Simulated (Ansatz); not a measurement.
TiO2 (P4_2/mnm)

These are results of DFT PBE, scalar-relativistic, plane waves, PAW in Ansatz, not measurements.

Cutoff 420 eV; k points 6×6×6 on the computed 12-atom cell (Γ-centred); Gaussian smearing, width 0.02 eV; no spin polarisation.

The structure is relaxed at this level of theory with its symmetry kept.

```
Ti O
1.0
    -2.96380    3.28346    3.28346
     2.96380   -3.28346    3.28346
     2.96380    3.28346   -3.28346
Ti O
4 8
Direct
  0.50009 0.75009 0.75000
  0.49991 0.24991 0.25000
  0.00000 0.00000 0.50000
  0.00000 0.50000 0.00000
  0.30513 0.30513 0.49999
  0.19487 0.25000 0.94487
  0.30513 0.80514 0.00001
  0.80513 0.25000 0.55513
  0.19487 0.75000 0.44487
  0.80513 0.75000 0.05513
  0.69487 0.19486 0.99999
  0.69487 0.69487 0.50001
```

| Item | Value |
| --- | --- |
| Space group | P4_2/mnm (No. 136) |
| Volume per atom | 10.65 Å³ |
| Formation energy from the elements' standard states (uncorrected) | -3.016 eV/atom |
| Kohn–Sham band gap | 1.86 eV, direct at Γ |
| Löwdin character of the top 1 eV of the valence band | O 2p 94 % |
| Löwdin character of the lowest 1 eV of the conduction band | Ti 3d 88 %, O 2p 10 % |
| Electron masses at the edge by Cartesian direction of the computed cell, whose vectors are (-2.964, 3.283, 3.283), (2.964, -3.283, 3.283), (2.964, 3.283, -3.283) Å (m_e; degenerate bands sorted by energy; no spin-orbit coupling) | x: 0.58; y: 1.2; z: 1.2 |
| Hole masses at the edge by Cartesian direction of the computed cell, whose vectors are (-2.964, 3.283, 3.283), (2.964, -3.283, 3.283), (2.964, 3.283, -3.283) Å (m_e; degenerate bands sorted by energy; no spin-orbit coupling) | x: 5.5; y: 3.1; z: 3.1 |

A ferromagnetic start lost its moments in a first run, so spin was left out; other magnetic orders weren't tried.

Cost: 3 runs of about 6.7 core-minutes in all, on AMD EPYC (Zen 3) (shared hosts).